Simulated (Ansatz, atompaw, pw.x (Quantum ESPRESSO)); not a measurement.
From atom to crystal: PAW (atompaw) potential for Al (Z = 13)

- Element: Al (Z = 13)
- Generator: atompaw 4.2.0.5
- Type: PAW
- Functional: PBE
- Relativity: scalar-relativistic
- Frozen core: [Ne]
- Valence charge: 3
- Reference configuration: 3s2 3p1
- Partial waves: 3s (bound): rc 2.20 bohr; 3s channel at 3.65 Ry: rc 2.20 bohr; 3p (bound): rc 2.20 bohr; 3p channel at 0.25 Ry: rc 2.20 bohr; 3d channel at -0.1 Ry: rc 1.90 bohr; 3d channel at 0.45 Ry: rc 2.20 bohr
- Local potential: bessel scheme, radius 1.70 bohr
- Core correction: smooth core density matched at 1.15 bohr
- Augmentation charge: gaussian compensation charge, radius 2.00 bohr; PAW radius 2.20 bohr; waves and projectors: custom polynom2 7 10 vanderbiltortho

Crystal test: fcc Al in pw.x 7.5, no spin, 14³ k-points, Fermi–Dirac smearing 0.01 Ry, cutoffs 40/400 Ry. The reference is all-electron LAPW (Ansatz 0.2.0) with the same functional, mesh and smearing; V0 and B0 come from Birch–Murnaghan fits to the pressures at five volumes. Errors are pseudo minus all-electron; Δ is the rms difference of the E(V) curves that follow from these fits, minima aligned, over ±6 % about the mean V0. Mesh and smearing are coarse, so the numbers serve the comparison and aren't converged zero-temperature values; the lattice is a test structure that the element need not adopt.

All-electron: a0 = 4.040 Å (V0 = 16.49 Å³/atom), B0 = 76.6 GPa.

Q: How far does the potential miss the all-electron equation of state?

A: mean pressure error (GPa): +0.07; a0 (Å): 4.042; a0 error (%): +0.03; B0 error (%): +0.6; Δ (meV/atom): 0.3.

```
V (Å³/atom)  P all-electron (GPa)  P pseudo (GPa)
     15.701                  4.22            4.34
     16.114                  1.87            1.96
     16.527                 -0.17           -0.10
     16.940                 -1.94           -1.89
     17.353                 -3.46           -3.43
```

Q: At the middle volume, how do free energy and pressure move when the wave cutoff is lowered (ecutrho held at 400 Ry)?

A:

| cutoff (Ry) | shift of F (meV/atom) | shift of P (GPa) |
| --- | --- | --- |
| 18 | +3.1 | -0.07 |
| 24 | +0.2 | -0.00 |
| 32 | +0.0 | +0.00 |

The run at the middle volume (104 k-points, 7 iterations) took about 6.8 s on one core of a shared host (Intel(R) Xeon(R) 6975P-C, 192 threads, 1512 GiB, load 78).
